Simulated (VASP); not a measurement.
# Cu (Pm-3m) in VASP: single point with PBEsol

Aim: the single point of Cu with PBEsol.

Everything below comes from runs of VASP 6.6.1. Logs are shortened: lines on timing, memory, paths and dates and some standing lists are left out, and cuts for length are marked.

### 1 The structure

The structure is cubic, space group Pm-3m (No. 221). The conventional cell has a = 2.361 Å, b = 2.361 Å, c = 2.361 Å, α = 90.00°, β = 90.00°, γ = 90.00°. Cu (site symmetry m-3m) is surrounded by 6 Cu at 2.36 Å.

The cell was built by a generator and needn't be a form met in nature.

### 2 Single point, PBEsol

File INCAR:

```
SYSTEM = Cu
PREC = Accurate
ENCUT = 520
EDIFF = 1E-6
ISMEAR = -1
SIGMA = 0.13605693000000002
LREAL = .False.
LASPH = .True.
NELM = 60
ALGO = Normal
ISIF = 2
LWAVE = .False.
LCHARG = .True.
GGA = PS
LELF = .True.
LVHAR = .True.
NBANDS = 12
```

File KPOINTS:

```
Automatic mesh
0
Gamma
  14 14 14
  0 0 0
```

File POSCAR:

```
Cu
1.0
    2.3607624655      0.0000000000      0.0000000000
    0.0000000000      2.3607624655      0.0000000000
    0.0000000000      0.0000000000      2.3607624655
Cu
1
Direct
    0.0000000000      0.0000000000      0.0000000000
```

Potentials or basis: VASP PAW PBE potentials, release 64 (Cu).

Started as:

```
$ cat potpaw_PBE.64/Cu/POTCAR > POTCAR
$ mpirun -np 1 vasp_std > vasp.out
```

OUTCAR:

```text
SYSTEM = Cu
   PREC = Accurate
   ENCUT = 520
   EDIFF = 1E-6
   ISMEAR = -1
   LREAL = .False.
   LASPH = .True.
   NELM = 60
   ISIF = 2
   GGA = PS

 ion  position               nearest neighbor table
   1  0.000  0.000  0.000-

  LATTYP: Found a simple cubic cell.
 ALAT       =     2.3607624655

  Lattice vectors:

 A1 = (   2.3607624655,   0.0000000000,   0.0000000000)
 A2 = (   0.0000000000,   2.3607624655,   0.0000000000)
 A3 = (   0.0000000000,   0.0000000000,   2.3607624655)

Analysis of symmetry for initial positions (statically):
=====================================================================
 Subroutine PRICEL returns:
 Original cell was already a primitive cell.

 Routine SETGRP: Setting up the symmetry group for a
 simple cubic supercell.

 Subroutine GETGRP returns: Found 48 space group operations
 (whereof 48 operations were pure point group operations)
 out of a pool of 48 trial point group operations.

The static configuration has the point symmetry O_h .

Analysis of symmetry for dynamics (positions and initial velocities):
=====================================================================
 Subroutine PRICEL returns:
 Original cell was already a primitive cell.

 Routine SETGRP: Setting up the symmetry group for a
 simple cubic supercell.

 Subroutine GETGRP returns: Found 48 space group operations
 (whereof 48 operations were pure point group operations)
 out of a pool of 48 trial point group operations.

The dynamic configuration has the point symmetry O_h .

 Subroutine INISYM returns: Found 48 space group operations
 (whereof 48 operations are pure point group operations),
 and found     1 'primitive' translations

----------------------------------------------------------------------------------------

                                     Primitive cell

  volume of cell :      13.1570

  direct lattice vectors                    reciprocal lattice vectors
     2.360762466  0.000000000  0.000000000     0.423591960  0.000000000  0.000000000
     0.000000000  2.360762466  0.000000000     0.000000000  0.423591960  0.000000000
     0.000000000  0.000000000  2.360762466     0.000000000  0.000000000  0.423591960

  length of vectors
     2.360762466  2.360762466  2.360762466     0.423591960  0.423591960  0.423591960

  position of ions in fractional coordinates (direct lattice)
     0.000000000  0.000000000  0.000000000

  ion indices of the primitive-cell ions
   primitive index   ion index
                 1           1

----------------------------------------------------------------------------------------

 KPOINTS: Automatic mesh

Automatic generation of k-mesh.
 Grid dimensions read from file:
 generate k-points for:   14   14   14

 Generating k-lattice:

  Cartesian coordinates                     Fractional coordinates (reciprocal lattice)
     0.030256569  0.000000000  0.000000000     0.071428571  0.000000000  0.000000000
     0.000000000  0.030256569  0.000000000     0.000000000  0.071428571  0.000000000
     0.000000000  0.000000000  0.030256569     0.000000000  0.000000000  0.071428571

  Length of vectors
     0.030256569  0.030256569  0.030256569

  Shift w.r.t. Gamma in fractional coordinates (k-lattice)
     0.000000000  0.000000000  0.000000000

 Subroutine IBZKPT returns following result:
 ===========================================

 Found    120 irreducible k-points:

 Following reciprocal coordinates:
            Coordinates               Weight
  0.000000  0.000000  0.000000      1.000000
  0.071429  0.000000  0.000000      6.000000
  0.142857  0.000000  0.000000      6.000000
  0.214286  0.000000  0.000000      6.000000
  0.285714  0.000000  0.000000      6.000000
  0.357143  0.000000  0.000000      6.000000
[... 16 lines left out ...]
  0.285714  0.214286  0.000000     24.000000
  0.357143  0.214286  0.000000     24.000000
 [... further k-points ...]
   k-points           NKPTS =    120   k-points in BZ     NKDIM =    120   number of bands    NBANDS=     12
   number of dos      NEDOS =    301   number of ions     NIONS =      1
   total plane-waves  NPLWV =   5832
   dimension x,y,z NGX =    18 NGY =   18 NGZ =   18
   dimension x,y,z NGXF=    36 NGYF=   36 NGZF=   36
   ions per type =               1
   NGX,Y,Z   is equivalent  to a cutoff of  12.68, 12.68, 12.68 a.u.
   NGXF,Y,Z  is equivalent  to a cutoff of  25.35, 25.35, 25.35 a.u.
 SYSTEM =  Cu
   PREC   = accura    normal or accurate (medium, high low for compatibility)
   ISTART =      0    job   : 0-new  1-cont  2-samecut
   ICHARG =      2    charge: 1-file 2-atom 10-const
   ISPIN  =      1    spin polarized calculation?
   LNONCOLLINEAR =      F non collinear calculations
   LSORBIT =      F    spin-orbit coupling
   LASPH  =      T    aspherical Exc in radial PAW
   ENCUT  =  520.0 eV  38.22 Ry    6.18 a.u.   4.39  4.39  4.39*2*pi/ulx,y,z
   NELM   =     60;   NELMIN=  2; NELMDL= -5     # of ELM steps
   EDIFF  = 0.1E-05   stopping-criterion for ELM
   LREAL  =      F    real-space projection
   EDIFFG = 0.1E-04   stopping-criterion for IOM
   NSW    =      0    number of steps for IOM
   IBRION =     -1    ionic relax: 0-MD 1-quasi-New 2-CG
   NFREE  =      0    steps in history (QN), initial steepest desc. (CG)
   ISIF   =      2    stress and relaxation
   ISYM   =      2    0-nonsym 1-usesym 2-fastsym
   POTIM  = 0.5000    time-step for ionic-motion
   TEBEG  =    0.0;   TEEND  =   0.0 temperature during run
   PSTRESS=    0.0 pullay stress
   NELECT =      11.0000    total number of electrons
   NUPDOWN=      -1.0000    fix difference up-down
   EMIN   =  10.00;   EMAX   =-10.00  energy-range for DOS
   EFERMI =   0.00;   METHOD = LEGACY
   ISMEAR =    -1;   SIGMA  =   0.14  broadening in eV -4-tet -1-fermi 0-gaus
   EFERMI_NEDOS =   21; number of points for ismear=-14 and -15
   IALGO  =     38    algorithm
   IMIX   =      4    mixing-type and parameters
     AMIX     =   0.40;   BMIX     =  1.00
     AMIX_MAG =   1.60;   BMIX_MAG =  1.00
  volume/ion in A,a.u.               =      13.16        88.79
  Fermi-wavevector in a.u.,A,eV,Ry     =   1.542245  2.914421 32.361734  2.378520
  Thomas-Fermi vector in A             =   2.648077
   LORBIT       =      0    0 simple, 1 ext, 2 COOP (PROOUT), +10 PAW based schemes
   GGA     = PS    functional components
   LHFCALC =     F    Hartree Fock is set to
   AEXX    =    0.0000 exact exchange contribution
   IVDW    =     0    specifies the selected vdW correction
   LEPSILON=     F    determine dielectric tensor
   LRPA    =     F    only Hartree local field effects (RPA)
 non-spin polarized calculation
  energy-cutoff  :      520.00
  volume of cell :       13.16
 maximum number of plane-waves:       368
 NGX is ok and might be reduce to    18
   NGX =  9   NGY =  9   NGZ =  9

 number of electron      11.0000027 magnetization

 Free energy of the ion-electron system (eV)
  ---------------------------------------------------
  ext. energy  EPLUGINS =         0.00000000
  ---------------------------------------------------
  free energy    TOTEN  =        -3.79401274 eV

  energy without entropy =       -3.77700705  energy(sigma->0) =       -3.78550989

 E-fermi :   5.9646     XC(G=0): -12.2095

 val. band max:        5.9540639448   @ k =   0.4286   0.2143   0.0714
 cond. band min:       6.0031322350   @ k =   0.3571   0.3571   0.0000
 fundamental gap:      0.0490682902
 Fermi energy:         5.9645849237

 k-point     1 :       0.0000    0.0000    0.0000
  band No.  band energies     occupation
      1      -2.4166      2.00000
      2       1.9648      2.00000
      3       1.9648      2.00000
      4       4.6840      1.99984
      5       4.6840      1.99984
      6       4.6840      1.99984
      7      24.1124      0.00000
      8      24.1124      0.00000
      9      24.1124      0.00000
     10      27.6098      0.00000
     11      27.6098      0.00000
     12      31.6793      0.00000

 k-point     2 :       0.0714    0.0000    0.0000
  band No.  band energies     occupation
      1      -2.2721      2.00000
      2       1.9816      2.00000
      3       2.0206      2.00000
      4       4.6393      1.99988
      5       4.6393      1.99988
      6       4.6876      1.99983
      7      22.1606      0.00000
      8      24.3011      0.00000
      9      24.3011      0.00000
     10      27.6680      0.00000
     11      28.9710      0.00000
     12      32.5419      0.00000

 k-point     3 :       0.1429    0.0000    0.0000
  band No.  band energies     occupation
      1      -1.8467      2.00000
      2       2.0290      2.00000
      3       2.1836      2.00000
      4       4.5161      1.99995
      5       4.5161      1.99995
      6       4.6977      1.99982
      7      19.1675      0.00000
      8      24.8562      0.00000
      9      24.8562      0.00000
     10      27.8442      0.00000
     11      29.9419      0.00000
     12      35.3696      0.00000
[... 286 lines left out ...]
 k-point    23 :       0.2857    0.2143    0.0000
  band No.  band energies     occupation
      1       0.7352      2.00000
      2       2.4577      2.00000
      3       3.0731      2.00000
      4       4.0964      2.00000
      5       4.2042      2.00000
      6       4.4183      1.99998
      7      14.4515      0.00000
      8      18.8290      0.00000
      9      28.5129      0.00000
     10      29.4871      0.00000
     11      30.4446      0.00000
     12      39.0301      0.00000

 k-point    24 :       0.3571    0.2143    0.0000
  band No.  band energies     occupation
      1       1.4384      2.00000
      2       2.5034      2.00000
      3       3.1608      2.00000
      4       4.0519      2.00000
      5       4.4377      1.99997
      6       4.6534      1.99987
      7      12.0073      0.00000
      8      19.9539      0.00000
      9      27.1382      0.00000
     10      29.9291      0.00000
     11      31.0142      0.00000
     12      37.7445      0.00000

 [... further k-points ...]
[... 5 lines left out ...]
  --------------------------------------------------------------------------------------
  -------------------------------------------------------------------------------------
  Total        0.0282764      0.0282764      0.0282764      0.0000000      0.0000000     -0.0000000
  in kB        3.4433287      3.4433287      3.4433287      0.0000000      0.0000000     -0.0000000
  external PRESSURE =       3.4433287 kB  Pullay stress =       0.0000000 kB

 VOLUME and BASIS-vectors are now :
 -----------------------------------------------------------------------------
  energy-cutoff  :      520.00
  volume of cell :       13.16
      direct lattice vectors                 reciprocal lattice vectors
     2.360762466  0.000000000  0.000000000     0.423591960  0.000000000  0.000000000
     0.000000000  2.360762466  0.000000000     0.000000000  0.423591960  0.000000000
     0.000000000  0.000000000  2.360762466     0.000000000  0.000000000  0.423591960

 POSITION                                       TOTAL-FORCE (eV/Angst)
 -----------------------------------------------------------------------------------
      0.00000      0.00000      0.00000         0.000000      0.000000      0.000000
 -----------------------------------------------------------------------------------
    total drift:                                0.000000      0.000000     -0.000000

  FREE ENERGIE OF THE ION-ELECTRON SYSTEM (eV)
  ---------------------------------------------------
  free  energy   TOTEN  =        -3.7940127358 eV

  energy  without entropy=       -3.7770070457  energy(sigma->0) =       -3.78550989
```

Wall time 8 s (1 thread of AMD EPYC 9R45 (Zen 5), shared host); peak memory 0.1 GiB.

Results:

- Free energy: -3.7940 eV
- Pressure: 0.3 GPa
- Band gap on the k mesh: none (metal or under the smearing width)

Caveat: the PAW data sets were made with another functional, which shifts forces and pressure a little.
